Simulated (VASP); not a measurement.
# SrO (Fm-3m) in VASP: further runs

Aim: see how the results for SrO move with the level of theory and the settings. Levels: PBE, PBEsol. Tasks: relaxation of the atoms, relaxation of cell and atoms.

Program: VASP 6.6.1. These are calculated values, not measurements. Logs are shortened: lines on timing, memory, paths and dates and some standing lists are left out, and cuts for length are marked.

## Step 1: The structure

The structure is cubic, space group Fm-3m (No. 225). Conventional cell: a = 5.204 Å, b = 5.204 Å, c = 5.204 Å, α = 90.00°, β = 90.00°, γ = 90.00°. Sr (site symmetry m-3m) is surrounded by 6 O at 2.60 Å. O (site symmetry m-3m) has 6 Sr at 2.60 Å as nearest neighbours.

## Step 2: Relaxation of the atoms, PBE

INCAR reads:

```
SYSTEM = SrO
PREC = Accurate ; ENCUT = 600
EDIFF = 1E-7 ; ISMEAR = 0
SIGMA = 0.03 ; LREAL = .False.
LASPH = .True. ; NELM = 80
ALGO = Normal ; ISIF = 2
LWAVE = .False. ; LCHARG = .False.
GGA = PE ; IBRION = 2
NSW = 40 ; EDIFFG = -0.01
```

KPOINTS reads:

```
Automatic mesh
0
Gamma
  10 10 10
  0 0 0
```

POSCAR reads:

```
SrO                                     
1.0
    0.0000000000      2.6019509623      2.6019509623
    2.6019509623      0.0000000000      2.6019509623
    2.6019509623      2.6019509623      0.0000000000
  Sr              O             
     1     1
Direct
     0.5000000000000000    0.5000000000000000    0.5000000000000000
     0.0000000000000000    0.0000000000000000    0.0000000000000000
```

Potentials or basis: VASP PAW PBE potentials, release 64 (Sr_sv, O).

Started as:

```sh
cat potpaw_PBE.64/Sr_sv/POTCAR potpaw_PBE.64/O/POTCAR > POTCAR
mpirun -np 1 vasp_std > vasp.out
```

OUTCAR:

```text
SYSTEM = SrO
   PREC = Accurate
   ENCUT = 600
   EDIFF = 1E-7
   ISMEAR = 0
   LREAL = .False.
   LASPH = .True.
   NELM = 80
   ISIF = 2
   GGA = PE
   IBRION = 2
   NSW = 40
   EDIFFG = -0.01

 ion  position               nearest neighbor table
   1  0.500  0.500  0.500-   2 2.60   2 2.60   2 2.60   2 2.60   2 2.60   2 2.60
   2  0.000  0.000  0.000-   1 2.60   1 2.60   1 2.60   1 2.60   1 2.60   1 2.60

  LATTYP: Found a face centered cubic cell.
 ALAT       =     5.2039019246

  Lattice vectors:

 A1 = (   0.0000000000,   2.6019509623,   2.6019509623)
 A2 = (   2.6019509623,   0.0000000000,   2.6019509623)
 A3 = (   2.6019509623,   2.6019509623,   0.0000000000)

Analysis of symmetry for initial positions (statically):
=====================================================================
 Subroutine PRICEL returns:
 Original cell was already a primitive cell.

 Routine SETGRP: Setting up the symmetry group for a
 face centered cubic supercell.

 Subroutine GETGRP returns: Found 48 space group operations
 (whereof 48 operations were pure point group operations)
 out of a pool of 48 trial point group operations.

The static configuration has the point symmetry O_h .

Analysis of symmetry for dynamics (positions and initial velocities):
=====================================================================
 Subroutine PRICEL returns:
 Original cell was already a primitive cell.

 Routine SETGRP: Setting up the symmetry group for a
 face centered cubic supercell.

 Subroutine GETGRP returns: Found 48 space group operations
 (whereof 48 operations were pure point group operations)
 out of a pool of 48 trial point group operations.

The dynamic configuration has the point symmetry O_h .

 Subroutine INISYM returns: Found 48 space group operations
 (whereof 48 operations are pure point group operations),
 and found     1 'primitive' translations

----------------------------------------------------------------------------------------

                                     Primitive cell

  volume of cell :      35.2312

  direct lattice vectors                    reciprocal lattice vectors
     0.000000000  2.601950962  2.601950962    -0.192163499  0.192163499  0.192163499
     2.601950962  0.000000000  2.601950962     0.192163499 -0.192163499  0.192163499
     2.601950962  2.601950962  0.000000000     0.192163499  0.192163499 -0.192163499

  length of vectors
     3.679714340  3.679714340  3.679714340     0.332836943  0.332836943  0.332836943

  position of ions in fractional coordinates (direct lattice)
     0.500000000  0.500000000  0.500000000
     0.000000000  0.000000000  0.000000000

  ion indices of the primitive-cell ions
   primitive index   ion index
                 1           1
                 2           2

----------------------------------------------------------------------------------------

 KPOINTS: Automatic mesh

Automatic generation of k-mesh.
 Grid dimensions read from file:
 generate k-points for:   10   10   10

 Generating k-lattice:

  Cartesian coordinates                     Fractional coordinates (reciprocal lattice)
    -0.019216350  0.019216350  0.019216350     0.100000000  0.000000000  0.000000000
     0.019216350 -0.019216350  0.019216350     0.000000000  0.100000000  0.000000000
     0.019216350  0.019216350 -0.019216350     0.000000000  0.000000000  0.100000000

  Length of vectors
     0.033283694  0.033283694  0.033283694

  Shift w.r.t. Gamma in fractional coordinates (k-lattice)
     0.000000000  0.000000000  0.000000000

 Subroutine IBZKPT returns following result:
 ===========================================

 Found     47 irreducible k-points:

 Following reciprocal coordinates:
            Coordinates               Weight
  0.000000  0.000000  0.000000      1.000000
  0.100000  0.000000  0.000000      8.000000
  0.200000  0.000000  0.000000      8.000000
  0.300000  0.000000  0.000000      8.000000
  0.400000  0.000000  0.000000      8.000000
  0.500000  0.000000  0.000000      4.000000
[... 16 lines left out ...]
  0.300000  0.300000  0.000000      6.000000
  0.400000  0.300000  0.000000     24.000000
 [... further k-points ...]
   k-points           NKPTS =     47   k-points in BZ     NKDIM =     47   number of bands    NBANDS=     12
   number of dos      NEDOS =    301   number of ions     NIONS =      2
   total plane-waves  NPLWV =  27000
   dimension x,y,z NGX =    30 NGY =   30 NGZ =   30
   dimension x,y,z NGXF=    60 NGYF=   60 NGZF=   60
   ions per type =               1   1
   NGX,Y,Z   is equivalent  to a cutoff of  13.55, 13.55, 13.55 a.u.
   NGXF,Y,Z  is equivalent  to a cutoff of  27.11, 27.11, 27.11 a.u.
 SYSTEM =  SrO
   PREC   = accura    normal or accurate (medium, high low for compatibility)
   ISTART =      0    job   : 0-new  1-cont  2-samecut
   ICHARG =      2    charge: 1-file 2-atom 10-const
   ISPIN  =      1    spin polarized calculation?
   LNONCOLLINEAR =      F non collinear calculations
   LSORBIT =      F    spin-orbit coupling
   LASPH  =      T    aspherical Exc in radial PAW
   ENCUT  =  600.0 eV  44.10 Ry    6.64 a.u.   7.35  7.35  7.35*2*pi/ulx,y,z
   NELM   =     80;   NELMIN=  2; NELMDL= -5     # of ELM steps
   EDIFF  = 0.1E-06   stopping-criterion for ELM
   LREAL  =      F    real-space projection
   EDIFFG = -.1E-01   stopping-criterion for IOM
   NSW    =     40    number of steps for IOM
   IBRION =      2    ionic relax: 0-MD 1-quasi-New 2-CG
   NFREE  =      1    steps in history (QN), initial steepest desc. (CG)
   ISIF   =      2    stress and relaxation
   ISYM   =      2    0-nonsym 1-usesym 2-fastsym
   POTIM  = 0.5000    time-step for ionic-motion
   TEBEG  =    0.0;   TEEND  =   0.0 temperature during run
   PSTRESS=    0.0 pullay stress
   NELECT =      16.0000    total number of electrons
   NUPDOWN=      -1.0000    fix difference up-down
   EMIN   =  10.00;   EMAX   =-10.00  energy-range for DOS
   EFERMI =   0.00;   METHOD = LEGACY
   ISMEAR =     0;   SIGMA  =   0.03  broadening in eV -4-tet -1-fermi 0-gaus
   EFERMI_NEDOS =   21; number of points for ismear=-14 and -15
   IALGO  =     38    algorithm
   IMIX   =      4    mixing-type and parameters
     AMIX     =   0.40;   BMIX     =  1.00
     AMIX_MAG =   1.60;   BMIX_MAG =  1.00
  volume/ion in A,a.u.               =      17.62       118.88
  Fermi-wavevector in a.u.,A,eV,Ry     =   1.258362  2.377960 21.544497  1.583476
  Thomas-Fermi vector in A             =   2.391976
   LORBIT       =      0    0 simple, 1 ext, 2 COOP (PROOUT), +10 PAW based schemes
   GGA     = PE    functional components
   LHFCALC =     F    Hartree Fock is set to
   AEXX    =    0.0000 exact exchange contribution
   IVDW    =     0    specifies the selected vdW correction
   LEPSILON=     F    determine dielectric tensor
   LRPA    =     F    only Hartree local field effects (RPA)
 conjugate gradient relaxation of ions
 non-spin polarized calculation
 Gauss-broadening in eV      SIGMA  =   0.03
  energy-cutoff  :      600.00
  volume of cell :       35.23
 maximum number of plane-waves:      1243
 NGX is ok and might be reduce to    30
   NGX = 15   NGY = 15   NGZ = 15

 number of electron      16.0000001 magnetization

 Free energy of the ion-electron system (eV)
  ---------------------------------------------------
  ext. energy  EPLUGINS =         0.00000000
  ---------------------------------------------------
  free energy    TOTEN  =       -12.05671717 eV

  energy without entropy =      -12.05671717  energy(sigma->0) =      -12.05671717

 E-fermi :   1.6865     XC(G=0):  -9.8577

 val. band max:        1.4960287100   @ k =   0.0000   0.0000   0.0000
 cond. band min:       4.7798536036   @ k =   0.5000   0.5000   0.0000
 fundamental gap:      3.2838248936
 Fermi energy:         1.6865152564

 k-point     1 :       0.0000    0.0000    0.0000
  band No.  band energies     occupation
      1     -31.0206      2.00000
      2     -13.5486      2.00000
      3     -12.6936      2.00000
      4     -12.6936      2.00000
      5     -12.6936      2.00000
      6       1.4960      2.00000
      7       1.4960      2.00000
      8       1.4960      2.00000
      9       5.2286      0.00000
     10       7.6270      0.00000
     11       7.6270      0.00000
     12       7.6270      0.00000

 k-point     2 :       0.1000    0.0000    0.0000
  band No.  band energies     occupation
      1     -31.0096      2.00000
      2     -13.8135      2.00000
      3     -12.7009      2.00000
      4     -12.7009      2.00000
      5     -12.4564      2.00000
      6       1.1953      2.00000
      7       1.3746      2.00000
      8       1.3746      2.00000
      9       5.6853      0.00000
     10       7.5201      0.00000
     11       7.8162      0.00000
     12       7.8162      0.00000

 k-point     3 :       0.2000    0.0000    0.0000
  band No.  band energies     occupation
      1     -30.9804      2.00000
      2     -14.2601      2.00000
      3     -12.7200      2.00000
      4     -12.7200      2.00000
      5     -12.0830      2.00000
      6       0.5728      2.00000
      7       1.0802      2.00000
      8       1.0802      2.00000
      9       6.7518      0.00000
     10       7.4132      0.00000
     11       8.3503      0.00000
     12       8.3503      0.00000
[... 286 lines left out ...]
 k-point    23 :       0.3000    0.3000    0.0000
  band No.  band energies     occupation
      1     -30.9206      2.00000
      2     -14.2827      2.00000
      3     -12.9083      2.00000
      4     -12.9083      2.00000
      5     -12.3054      2.00000
      6       0.2636      2.00000
      7       1.3428      2.00000
      8       1.3428      2.00000
      9       5.4889      0.00000
     10       7.7171      0.00000
     11      10.5170      0.00000
     12      10.5170      0.00000

 k-point    24 :       0.4000    0.3000    0.0000
  band No.  band energies     occupation
      1     -30.8978      2.00000
      2     -14.2893      2.00000
      3     -13.0002      2.00000
      4     -12.9406      2.00000
      5     -12.4081      2.00000
      6       0.4346      2.00000
      7       1.1837      2.00000
      8       1.2581      2.00000
      9       5.4342      0.00000
     10       8.4019      0.00000
     11      10.7570      0.00000
     12      10.9571      0.00000

 [... further k-points ...]
[... 5 lines left out ...]
  --------------------------------------------------------------------------------------
  -------------------------------------------------------------------------------------
  Total       -0.0050948     -0.0050948     -0.0050948      0.0000000      0.0000000      0.0000000
  in kB       -0.2316898     -0.2316898     -0.2316898      0.0000000      0.0000000      0.0000000
  external PRESSURE =      -0.2316898 kB  Pullay stress =       0.0000000 kB

 VOLUME and BASIS-vectors are now :
 -----------------------------------------------------------------------------
  energy-cutoff  :      600.00
  volume of cell :       35.23
      direct lattice vectors                 reciprocal lattice vectors
     0.000000000  2.601950962  2.601950962    -0.192163499  0.192163499  0.192163499
     2.601950962  0.000000000  2.601950962     0.192163499 -0.192163499  0.192163499
     2.601950962  2.601950962  0.000000000     0.192163499  0.192163499 -0.192163499

 POSITION                                       TOTAL-FORCE (eV/Angst)
 -----------------------------------------------------------------------------------
      2.60195      2.60195      2.60195        -0.000000      0.000000      0.000000
      0.00000      0.00000      0.00000         0.000000     -0.000000     -0.000000
 -----------------------------------------------------------------------------------
    total drift:                               -0.000000      0.000000      0.000000

  FREE ENERGIE OF THE ION-ELECTRON SYSTEM (eV)
  ---------------------------------------------------
  free  energy   TOTEN  =       -12.0567171652 eV

  energy  without entropy=      -12.0567171652  energy(sigma->0) =      -12.05671717

 reached required accuracy - stopping structural energy minimisation
```

Run time: 14 s. Hardware: 1 thread of Intel Xeon 6975P-C (Granite Rapids), shared host; peak memory 0.18 GiB.

What came out:

* Free energy: -12.0567 eV
* Pressure after relaxing: 0.0 GPa
* Band gap on the k mesh: 3.28 eV, indirect (least direct gap 3.39 eV)

Final structure:
```
CELL_PARAMETERS angstrom
0.00000 2.60195 2.60195
2.60195 0.00000 2.60195
2.60195 2.60195 0.00000
ATOMIC_POSITIONS crystal
Sr 0.50000 0.50000 0.50000
O 0.00000 0.00000 0.00000
```

Caveat: the relaxation stopped at its first step, so nothing moved. A k mesh can miss the band edges.

## Step 3: Relaxation of the atoms, PBE (a relaxed cell with its volume scaled by 1.02)

INCAR is that of step 2.

KPOINTS is that of step 2.

POSCAR reads:

```
SrO                                     
1.0
    0.0000000000      2.6191829278      2.6191829278
    2.6191829278      0.0000000000      2.6191829278
    2.6191829278      2.6191829278      0.0000000000
  Sr              O             
     1     1
Direct
     0.5000000000000000    0.5000000000000000    0.5000000000000000
     0.0000000000000000    0.0000000000000000    0.0000000000000000
```

Potentials or basis: VASP PAW PBE potentials, release 64 (Sr_sv, O).

Started as:

```sh
cat potpaw_PBE.64/Sr_sv/POTCAR potpaw_PBE.64/O/POTCAR > POTCAR
mpirun -np 1 vasp_std > vasp.out
```

Wall time 14 s (1 thread of Intel Xeon 6975P-C (Granite Rapids), shared host); peak memory 0.18 GiB.

It converged, with:

| Item | Value |
| --- | --- |
| Free energy | -12.0538 eV |
| Pressure after relaxing | -1.6 GPa |
| Band gap on the k mesh | 3.29 eV, indirect (least direct gap 3.41 eV) |

Final structure:
```
CELL_PARAMETERS angstrom
0.00000 2.61918 2.61918
2.61918 0.00000 2.61918
2.61918 2.61918 0.00000
ATOMIC_POSITIONS crystal
Sr 0.50000 0.50000 0.50000
O 0.00000 0.00000 0.00000
```

Levels at points of the mesh, in eV from the valence-band top:
```tsv
k point	band 4	band 5	band 6	band 7	band 8	band 9	band 10	band 11	band 12
(0.00, 0.00, 0.00)	-14.28	-14.28	0.00	0.00	0.00	3.60	6.08	6.08	6.08
(0.50, 0.00, 0.00)	-14.35	-13.11	-2.06	-1.03	-1.03	6.31	8.02	8.53	8.53
(0.50, 0.50, 0.00)	-14.59	-14.59	-0.52	-0.12	-0.12	3.29	7.39	9.81	9.89
```

Caveat: the relaxation stopped at its first step, so nothing moved.

(Continued in part 2 of 2.)
